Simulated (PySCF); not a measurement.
Structure from NMR data

Molecular formula: C$_{4}$H$_{6}$. Simulated spectra:

1H NMR (600 MHz, computed): δ 6.26 (m, 2H), 2.62 (m, 4H).

13C{1H} NMR (computed): δ 146.7, 33.5.

- couplings computed with B3LYP/pcJ-1 (without the spin–dipole term)
- PBE0-D3(BJ)/def2-SVP structure
- σ from GIAO-PBE0/pcSseg-1
- run in PySCF 2.14
- equivalent nuclei averaged, relativity neglected, isolated molecule, one computed conformer

δ = σ(ref) − σ, references computed at the same level: TMS for 1H (31.27 ppm) and 13C (184.41 ppm).

Q: Which of these isomers gave the spectra?
A. CC1=CC1
B. C=C1CC1
C. C=C=CC
D. C1=CCC1
E. C#CCC

A: D. 

1. Rings plus π bonds: 2 (1 ring in the answer).
2. 2 carbon signals for 4 carbons: some carbons are equivalent by symmetry or fast rotation.
3. Carbon types of the structure: 2 × CH, 2 × CH2, which accounts for all hydrogens.
4. δC 146.7: alkene CH; an sp2 carbon of a C=C bond.
5. δC 33.5: allylic sp3 CH2; aliphatic region, no heteroatom directly attached.
6. δH 6.26: hydrogen on an alkene CH; attached to an sp2 carbon and in the plane of the double bond.
7. δH 2.62: hydrogen on an allylic sp3 CH2; allylic position.

The others: CC1=CC1 would give 4 carbon signals, not 2; C=C1CC1 would give 3 carbon signals, not 2; C=C=CC would give 4 carbon signals, not 2; C#CCC would give 4 carbon signals, not 2.

Multiplet labels drop couplings under 1 Hz and merge nearly equal ones. Couplings among chemically equivalent protons are left out too, so labels in AA′BB′ or AA′XX′ sets are apparent multiplicities. Unscaled 3J(H,H) at this level run about 10 % above measured values. Shifts are as computed. Against solution values, carbons near 30 ppm lie about +2 ppm off and those near 130 ppm about +5 ppm. Of 1211 compounds with measured shifts, 218 miss one by over three times the rms of a fit or turn the order of signals round; such compounds aren't used in these exercises.
